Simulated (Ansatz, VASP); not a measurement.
Two plane-wave programs on Al

The input INCAR:

```
ALGO = Normal ; EDIFF = 1E-6
ENCUT = 520 ; GGA = PE
ISIF = 2 ; ISMEAR = -1
LASPH = True ; LCHARG = True
LELF = True ; LREAL = False
LVHAR = True ; LWAVE = False
NBANDS = 8 ; NELM = 60
PREC = Accurate ; SIGMA = 0.03
```

Contents of KPOINTS:

```
k-points
0
Gamma
  13 13 13
```

The input POSCAR:

```
Al
1.0
    0.0000000000      2.0199630948      2.0199630948
    2.0199630948      0.0000000000      2.0199630948
    2.0199630948      2.0199630948      0.0000000000
Al
1
Direct
    0.0000000000      0.0000000000      0.0000000000
```

Input for Ansatz:

```yaml
crystal:
  lattice:
    - [0.0, 2.0199630948, 2.0199630948]
    - [2.0199630948, 0.0, 2.0199630948]
    - [2.0199630948, 2.0199630948, 0.0]
  atoms:
    - { symbol: Al, position: [0.0, 0.0, 0.0] }
hamiltonian:
  xc: pbe
  pseudopotentials:
    kind: paw
    azcp:
      Al: "pseudopotentials/Al.paw.azcp"
basis:
  ecutwfc: 420
  fft_grid_basis: typed
kpoints:
  mp_grid: { grid: [13, 13, 13], shift: [0, 0, 0] }
magnetization:
  spin_polarized: false
scf:
  occupations: { method: fermi_dirac, width: 0.03 }
  lower_state_search: "off"
output:
  stress: true
  write_density: true
  write_potential: true
  elf: true
  volumetric_format: npy
```

Alike in both runs: task single point; functional PBE; k mesh 13 × 13 × 13; occupations fermi-dirac, width 0.03 eV; no spin polarisation.

|  | VASP | Ansatz |
| --- | --- | --- |
| version | VASP 6.6.1 | Ansatz 0.2.0 |
| potentials or method | VASP PAW PBE potentials, release 64 (Al) | plane waves (420 eV) with PAW, scalar-relativistic |
| plane-wave cutoff (eV) | 520 | 420 |
| valence electrons in the cell | 3 | 3 |

```csv
,VASP,Ansatz,Ansatz less VASP
pressure (GPa),0.0,0.0,+0.04
```
